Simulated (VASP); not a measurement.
# MgO (Fm-3m) in VASP: a series of runs, part 2 of 2

VASP 6.6.1. Earlier steps stand in the parts before.

**3. Relaxation of cell and atoms, PBE**

This run uses another cell than the first one, of 9.56 Å³/atom, 1.020 times its volume.

File INCAR:

```
SYSTEM = MgO
PREC = Accurate
ENCUT = 600
EDIFF = 1E-7
ISMEAR = 0
SIGMA = 0.03
LREAL = .FALSE.
LASPH = .TRUE.
NELM = 80
ALGO = Normal
ISIF = 3
LWAVE = .FALSE.
LCHARG = .FALSE.
GGA = PE
IBRION = 2
NSW = 90
EDIFFG = -0.005
```

File KPOINTS:

```
Automatic mesh
0
G
  12 12 12
  0 0 0
```

File POSCAR:

```
MgO                                     
1.0
   -0.0000000000      2.1224813280      2.1224813280
    2.1224813280      0.0000000000      2.1224813280
    2.1224813280      2.1224813280     -0.0000000000
  Mg              O             
     1     1
Direct
     0.0000000000000000    0.0000000000000000    0.0000000000000000
     0.5000000000000000    0.5000000000000000    0.5000000000000000
```

Potentials or basis: VASP PAW PBE potentials, release 64 (Mg, O).

Command:

```sh
> cat potpaw_PBE.64/Mg/POTCAR potpaw_PBE.64/O/POTCAR > POTCAR
> mpirun -np 1 vasp_std > vasp.out
```

OUTCAR:

```text
SYSTEM = MgO
   PREC = Accurate
   ENCUT = 600
   EDIFF = 1E-7
   ISMEAR = 0
   LREAL = .FALSE.
   LASPH = .TRUE.
   NELM = 80
   ISIF = 3
   GGA = PE
   IBRION = 2
   NSW = 90
   EDIFFG = -0.005

 ion  position               nearest neighbor table
   1  0.000  0.000  0.000-   2 2.12   2 2.12   2 2.12   2 2.12   2 2.12   2 2.12
   2  0.500  0.500  0.500-   1 2.12   1 2.12   1 2.12   1 2.12   1 2.12   1 2.12

  LATTYP: Found a face centered cubic cell.
 ALAT       =     4.2449626560

  Lattice vectors:

 A1 = (   0.0000000000,   2.1224813280,   2.1224813280)
 A2 = (   2.1224813280,   0.0000000000,   2.1224813280)
 A3 = (   2.1224813280,   2.1224813280,   0.0000000000)

Analysis of symmetry for initial positions (statically):
=====================================================================
 Subroutine PRICEL returns:
 Original cell was already a primitive cell.

 Routine SETGRP: Setting up the symmetry group for a
 face centered cubic supercell.

 Subroutine GETGRP returns: Found 48 space group operations
 (whereof 48 operations were pure point group operations)
 out of a pool of 48 trial point group operations.

The static configuration has the point symmetry O_h .

Analysis of symmetry for dynamics (positions and initial velocities):
=====================================================================
 Subroutine PRICEL returns:
 Original cell was already a primitive cell.

 Routine SETGRP: Setting up the symmetry group for a
 face centered cubic supercell.

 Subroutine GETGRP returns: Found 48 space group operations
 (whereof 48 operations were pure point group operations)
 out of a pool of 48 trial point group operations.

The dynamic configuration has the point symmetry O_h .

 Subroutine INISYM returns: Found 48 space group operations
 (whereof 48 operations are pure point group operations),
 and found     1 'primitive' translations

----------------------------------------------------------------------------------------

                                     Primitive cell

  volume of cell :      19.1232

  direct lattice vectors                    reciprocal lattice vectors
     0.000000000  2.122481328  2.122481328    -0.235573333  0.235573333  0.235573333
     2.122481328  0.000000000  2.122481328     0.235573333 -0.235573333  0.235573333
     2.122481328  2.122481328  0.000000000     0.235573333  0.235573333 -0.235573333

  length of vectors
     3.001641880  3.001641880  3.001641880     0.408024981  0.408024981  0.408024981

  position of ions in fractional coordinates (direct lattice)
     0.000000000  0.000000000  0.000000000
     0.500000000  0.500000000  0.500000000

  ion indices of the primitive-cell ions
   primitive index   ion index
                 1           1
                 2           2

----------------------------------------------------------------------------------------

 KPOINTS: Automatic mesh

Automatic generation of k-mesh.
 Grid dimensions read from file:
 generate k-points for:   12   12   12

 Generating k-lattice:

  Cartesian coordinates                     Fractional coordinates (reciprocal lattice)
    -0.019631111  0.019631111  0.019631111     0.083333333  0.000000000  0.000000000
     0.019631111 -0.019631111  0.019631111     0.000000000  0.083333333  0.000000000
     0.019631111  0.019631111 -0.019631111     0.000000000  0.000000000  0.083333333

  Length of vectors
     0.034002082  0.034002082  0.034002082

  Shift w.r.t. Gamma in fractional coordinates (k-lattice)
     0.000000000  0.000000000  0.000000000

 Subroutine IBZKPT returns following result:
 ===========================================

 Found     72 irreducible k-points:

 Following reciprocal coordinates:
            Coordinates               Weight
  0.000000  0.000000  0.000000      1.000000
  0.083333  0.000000  0.000000      8.000000
  0.166667  0.000000  0.000000      8.000000
  0.250000  0.000000  0.000000      8.000000
  0.333333  0.000000  0.000000      8.000000
  0.416667  0.000000  0.000000      8.000000
[... 16 lines left out ...]
  0.500000  0.166667  0.000000     24.000000
 -0.416667  0.166667  0.000000     24.000000
 [... further k-points ...]
   k-points           NKPTS =     72   k-points in BZ     NKDIM =     72   number of bands    NBANDS=      8
   number of dos      NEDOS =    301   number of ions     NIONS =      2
   total plane-waves  NPLWV =  13824
   dimension x,y,z NGX =    24 NGY =   24 NGZ =   24
   dimension x,y,z NGXF=    48 NGYF=   48 NGZF=   48
   ions per type =               1   1
   NGX,Y,Z   is equivalent  to a cutoff of  13.29, 13.29, 13.29 a.u.
   NGXF,Y,Z  is equivalent  to a cutoff of  26.58, 26.58, 26.58 a.u.
 SYSTEM =  MgO
   PREC   = accura    normal or accurate (medium, high low for compatibility)
   ISTART =      0    job   : 0-new  1-cont  2-samecut
   ICHARG =      2    charge: 1-file 2-atom 10-const
   ISPIN  =      1    spin polarized calculation?
   LNONCOLLINEAR =      F non collinear calculations
   LSORBIT =      F    spin-orbit coupling
   LASPH  =      T    aspherical Exc in radial PAW
   ENCUT  =  600.0 eV  44.10 Ry    6.64 a.u.   6.00  6.00  6.00*2*pi/ulx,y,z
   NELM   =     80;   NELMIN=  2; NELMDL= -5     # of ELM steps
   EDIFF  = 0.1E-06   stopping-criterion for ELM
   LREAL  =      F    real-space projection
   EDIFFG = -.5E-02   stopping-criterion for IOM
   NSW    =     90    number of steps for IOM
   IBRION =      2    ionic relax: 0-MD 1-quasi-New 2-CG
   NFREE  =      1    steps in history (QN), initial steepest desc. (CG)
   ISIF   =      3    stress and relaxation
   ISYM   =      2    0-nonsym 1-usesym 2-fastsym
   POTIM  = 0.5000    time-step for ionic-motion
   TEBEG  =    0.0;   TEEND  =   0.0 temperature during run
   PSTRESS=    0.0 pullay stress
   NELECT =       8.0000    total number of electrons
   NUPDOWN=      -1.0000    fix difference up-down
   EMIN   =  10.00;   EMAX   =-10.00  energy-range for DOS
   EFERMI =   0.00;   METHOD = LEGACY
   ISMEAR =     0;   SIGMA  =   0.03  broadening in eV -4-tet -1-fermi 0-gaus
   EFERMI_NEDOS =   21; number of points for ismear=-14 and -15
   IALGO  =     38    algorithm
   IMIX   =      4    mixing-type and parameters
     AMIX     =   0.40;   BMIX     =  1.00
     AMIX_MAG =   1.60;   BMIX_MAG =  1.00
  volume/ion in A,a.u.               =       9.56        64.53
  Fermi-wavevector in a.u.,A,eV,Ry     =   1.224384  2.313750 20.396711  1.499116
  Thomas-Fermi vector in A             =   2.359460
   LORBIT       =      0    0 simple, 1 ext, 2 COOP (PROOUT), +10 PAW based schemes
   GGA     = PE    functional components
   LHFCALC =     F    Hartree Fock is set to
   AEXX    =    0.0000 exact exchange contribution
   IVDW    =     0    specifies the selected vdW correction
   LEPSILON=     F    determine dielectric tensor
   LRPA    =     F    only Hartree local field effects (RPA)
 conjugate gradient relaxation of ions
 non-spin polarized calculation
 Gauss-broadening in eV      SIGMA  =   0.03
  energy-cutoff  :      600.00
  volume of cell :       19.12
 maximum number of plane-waves:       650
   NGX = 11   NGY = 11   NGZ = 11

 number of electron       8.0000004 magnetization

 Free energy of the ion-electron system (eV)
  ---------------------------------------------------
  ext. energy  EPLUGINS =         0.00000000
  ---------------------------------------------------
  free energy    TOTEN  =       -11.91497865 eV

  energy without entropy =      -11.91497865  energy(sigma->0) =      -11.91497865

 E-fermi :   3.2409     XC(G=0): -10.9682

 val. band max:        3.0120201121   @ k =   0.0000   0.0000   0.0000
 cond. band min:       7.5157886826   @ k =   0.0000   0.0000   0.0000
 fundamental gap:      4.5037685705
 Fermi energy:         3.2408554497

 k-point     1 :       0.0000    0.0000    0.0000
  band No.  band energies     occupation
      1     -14.1326      2.00000
      2       3.0120      2.00000
      3       3.0120      2.00000
      4       3.0120      2.00000
      5       7.5158      0.00000
      6      18.6817      0.00000
      7      18.6817      0.00000
      8      18.6817      0.00000
[... 243 lines left out ...]
 k-point    24 :      -0.4167    0.1667    0.0000
  band No.  band energies     occupation
      1     -12.8243      2.00000
      2      -1.1074      2.00000
      3       1.4782      2.00000
      4       2.2579      2.00000
      5      11.9025      0.00000
      6      15.1288      0.00000
      7      16.9606      0.00000
      8      19.6909      0.00000

 [... further k-points ...]

------------------------ aborting loop because EDIFF is reached ----------------------------------------

  FORCE on cell =-STRESS in cart. coord.  units (eV):
  Direction    XX          YY          ZZ          XY          YZ          ZX
  --------------------------------------------------------------------------------------
  -------------------------------------------------------------------------------------
  Total       -0.0039471     -0.0039471     -0.0039471      0.0000000      0.0000000      0.0000000
  in kB       -0.3306921     -0.3306921     -0.3306921      0.0000000      0.0000000      0.0000000
  external PRESSURE =      -0.3306921 kB  Pullay stress =       0.0000000 kB

 VOLUME and BASIS-vectors are now :
 -----------------------------------------------------------------------------
  energy-cutoff  :      600.00
  volume of cell :       19.12
      direct lattice vectors                 reciprocal lattice vectors
     0.000000000  2.122481328  2.122481328    -0.235573333  0.235573333  0.235573333
     2.122481328  0.000000000  2.122481328     0.235573333 -0.235573333  0.235573333
     2.122481328  2.122481328  0.000000000     0.235573333  0.235573333 -0.235573333

 POSITION                                       TOTAL-FORCE (eV/Angst)
 -----------------------------------------------------------------------------------
      0.00000      0.00000      0.00000         0.000000      0.000000      0.000000
      2.12248      2.12248      2.12248        -0.000000     -0.000000     -0.000000
 -----------------------------------------------------------------------------------
    total drift:                               -0.000000     -0.000000      0.000000

  FREE ENERGIE OF THE ION-ELECTRON SYSTEM (eV)
  ---------------------------------------------------
  free  energy   TOTEN  =       -11.9149786477 eV

  energy  without entropy=      -11.9149786477  energy(sigma->0) =      -11.91497865

 reached required accuracy - stopping structural energy minimisation
```

OSZICAR:

```text
N       E                     dE             d eps       ncg     rms          rms(c)
DAV:   1     0.187066335651E+02    0.18707E+02   -0.52000E+03  1312   0.100E+03
DAV:   2    -0.129457061278E+02   -0.31652E+02   -0.28779E+02  1408   0.150E+02
DAV:   3    -0.134692950990E+02   -0.52359E+00   -0.52359E+00  1456   0.226E+01
DAV:   4    -0.134702196966E+02   -0.92460E-03   -0.92460E-03  1608   0.896E-01
DAV:   5    -0.134702204490E+02   -0.75232E-06   -0.75232E-06  1488   0.175E-02    0.719E+00
DAV:   6    -0.119366656266E+02    0.15336E+01   -0.10243E+01  1152   0.225E+01    0.232E+00
DAV:   7    -0.119208209942E+02    0.15845E-01   -0.52522E-02  1232   0.276E+00    0.132E+00
DAV:   8    -0.119149876179E+02    0.58334E-02   -0.26277E-02  1152   0.247E+00    0.165E-01
DAV:   9    -0.119148693097E+02    0.11831E-03   -0.48480E-04  1696   0.200E-01    0.741E-02
DAV:  10    -0.119149785539E+02   -0.10924E-03   -0.13473E-04  1184   0.126E-01    0.551E-03
DAV:  11    -0.119149786970E+02   -0.14310E-06   -0.98810E-07  1752   0.930E-03    0.315E-03
DAV:  12    -0.119149786477E+02    0.49319E-07   -0.45808E-07  1208   0.626E-03
   1 F= -.11914979E+02 E0= -.11914979E+02  d E =-.119150E+02
```

It took 9.4 s on 1 thread of Intel Xeon Platinum 8488C (Sapphire Rapids), shared host; peak memory 0.14 GiB.

What came out:

* Free energy: -11.9150 eV
* Pressure after relaxing: 0.0 GPa
* Band gap on the k mesh: 4.50 eV, direct

Final structure:
```yaml
crystal:
  lattice:
    - [0.00000, 2.12248, 2.12248]
    - [2.12248, 0.00000, 2.12248]
    - [2.12248, 2.12248, 0.00000]
  atoms:
    - { symbol: Mg, position: [0.00000, 0.00000, 0.00000] }
    - { symbol: O, position: [0.50000, 0.50000, 0.50000] }
```

Levels at points of the mesh, in eV from the valence-band top:
```
           k point  band 2  band 3  band 4  band 5  band 6  band 7
(0.00, 0.00, 0.00)    0.00    0.00    0.00    4.50   15.67   15.67
(0.50, 0.00, 0.00)   -4.51   -0.63   -0.63    7.75   12.34   16.07
(0.50, 0.50, 0.00)   -3.99   -1.32   -1.32    9.09    9.72   12.85
```

Caveat: the relaxation stopped at its first step, so nothing moved. As with any semilocal functional, this PBE gap is likely too small.
